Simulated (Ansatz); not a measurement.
## Tetragonal deformation path in Al

Level of theory: Ansatz 0.2.0, DFT PBE+D3(BJ), scalar-relativistic, plane waves, PAW. Settings: plane waves to 420 eV, k-mesh 28×28×28 (Γ-centred), Gaussian smearing 0.15 eV. No spin polarisation. Energies are free energies at this smearing, counted from the undisturbed cell; pressure is positive in compression.

Reference structure (relaxed at this level):

```
CELL_PARAMETERS angstrom
0.00000 1.99136 1.99136
1.99136 0.00000 1.99136
1.99136 1.99136 0.00000
ATOMIC_POSITIONS crystal
Al 0.00000 0.00000 0.00000
```

At fixed volume and fractional coordinates, lengths along (0.000, 0.000, 1.000) are scaled against those across it; ρ is that ratio over its starting value. The cell is metallic on the mesh throughout. At ρ = 0.707 the cell becomes cubic (Im-3m), and there the slope of the energy vanishes by symmetry.

```csv
ρ,ΔE (meV/atom)
0.650,98.4
0.707,105.8
0.780,91.1
0.850,49.3
0.920,13.9
0.960,3.0
1.000,0.0
1.050,4.1
1.100,19.8
1.200,82.1
1.300,183.7
1.414,344.1
1.500,489.8
```

Cost: 13 runs of about 0.77 core-minutes in all, on AMD EPYC 9R45 (Zen 5) (shared hosts).